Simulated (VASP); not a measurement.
Write the native input for VASP 6.6.1 that does the following.

```
Task                   : relaxation of cell and atoms
Functional             : r2SCAN
Potentials or basis    : VASP PAW PBE potentials, release 64 (In_d, Pd)
Cutoff                 : 600 eV
k mesh                 : 8 × 8 × 8
Occupations            : fermi-dirac, width 0.05 eV
Spin                   : no spin polarisation
Further INCAR settings : ALGO = Normal; EDIFF = 1e-07; IBRION = 2; EDIFFG = -0.005; NSW = 60; ISIF = 3
```

The structure of InPd lies in POSCAR:

```
InPd
1.0
    0.0000000000      2.7460700000      2.7460700000
    2.7460700000      0.0000000000      2.7460700000
    2.7460700000      2.7460700000      0.0000000000
In Pd
1 1
Direct
    0.0000000000      0.0000000000      0.0000000000
    0.5000000000      0.5000000000      0.5000000000
```

The cell was built by a generator and needn't be a form met in nature.

The input as run:

INCAR

```
PREC = Accurate ; ENCUT = 600
EDIFF = 1E-7 ; ISMEAR = -1
SIGMA = 0.05 ; LREAL = F
LASPH = T ; NELM = 80
ALGO = Normal ; ISIF = 3
LWAVE = F ; LCHARG = F
METAGGA = R2SCAN ; LMIXTAU = T
IBRION = 2 ; NSW = 60
EDIFFG = -0.005
```

KPOINTS

```
Automatic mesh
0
Gamma
  8 8 8
```

Potentials or basis: VASP PAW PBE potentials, release 64 (In_d, Pd).

Run with:

```sh
$ cat potpaw_PBE.64/In_d/POTCAR potpaw_PBE.64/Pd/POTCAR > POTCAR
$ mpirun -np 1 vasp_std > vasp.out
```

It gave:

The relaxed volume is 20.15 Å³/atom. The relaxed cell is a = 3.848 Å, b = 3.848 Å, c = 3.848 Å, α = 60.00°, β = 60.00°, γ = 60.00°, the space group after relaxing (to 0.05 Å) is Fm-3m (No. 225) and the energy gained by relaxing is 4.6 meV/atom. The ionic steps are 3, the pressure after relaxing is 0.0 GPa and the band gap on the k mesh is none (metal or under the smearing width).

Caveat: the PAW data sets were made with another functional, which shifts forces and pressure a little.

Wall time 3.6 min on 1 thread of AMD EPYC 9R45 (Zen 5), with other jobs on the host, peak memory 0.18 GiB.
